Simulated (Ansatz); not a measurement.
**Ti$_{3}$Si: computed properties**

Computed with Ansatz 0.2.0, DFT PBEsol, scalar-relativistic, plane waves, PAW.

Cutoff 420 eV; k points 6×6×8 on the computed 8-atom cell (Γ-centred); Gaussian smearing, width 0.10 eV; no spin polarisation.

The structure is relaxed at this level of theory with its symmetry kept. Whether it is the stable form of this composition wasn't checked.

Space group P6_3/mmc (No. 194). a = 5.584 Å, b = 5.584 Å, c = 4.473 Å, α = 90.00°, β = 90.00°, γ = 120.00°
```tsv
atom	site	symmetry	x	y	z
Ti	6h	mm2	0.3432	0.1716	0.7500
Si	2d	-6m2	0.3333	0.6667	0.7500
```

Formation energy from the elements' standard states (uncorrected)?

-0.519 eV/atom.

Density of states at the Fermi level?

6.46 states/eV per cell.

Löwdin character within 0.5 eV of the Fermi level?

Ti 3d 87 %.

Bulk modulus?

144 GPa.

Its pressure derivative?

3.6.

Bader charges (e)?

Ti (6 in the cell) 0.58, Si (2 in the cell) -1.73.